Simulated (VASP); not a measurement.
MoS2, a slab with vacuum:

```
Mo S
1.0
     3.18413    0.00000    0.00000
    -1.59206    2.75753    0.00000
     0.00000    0.00000   17.33460
Mo S
1 2
Direct
  0.00000 0.00000 0.00000
  0.33333 0.66667 0.91051
  0.33333 0.66667 0.08949
```

* Program: VASP 6.6.1
* Task: single point
* Functional: PBEsol
* Potentials or basis: VASP PAW PBE potentials, release 64 (Mo_sv, S)
* Cutoff: 520 eV
* k mesh: 10 × 10 × 2
* Occupations: fermi-dirac, width 0.05 eV
* Spin: no spin polarisation

On this cell: largest force 0.146 eV/Å; band gap on the k mesh 1.74 eV, indirect (least direct gap 1.93 eV).

The same run follows on a disturbed copy (atoms moved at random, drawn with an rms of 0.05 Å):

```xyz
3
Lattice="3.1841 0.0000 0.0000 -1.5921 2.7575 0.0000 0.0000 0.0000 17.3346" Properties=species:S:1:pos:R:3 pbc="T T T"
Mo    0.0313   -0.0382   -0.0082
S     0.0027    1.8229   15.7841
S    -0.0186    1.8067    1.5519
```

Question: What does the disturbed cell give?

Answer: The energy moves by +6.7 meV/atom; largest force 0.877 eV/Å; band gap on the k mesh 1.73 eV, indirect (least direct gap 1.92 eV).

Forces on the atoms (eV/Å):
```
Mo  -0.783  0.301  0.257
S    0.304 -0.220 -0.008
S    0.479 -0.081 -0.249
```

Caveats: the PAW data sets were made with another functional, which shifts forces and pressure a little.

A k mesh can miss the band edges.
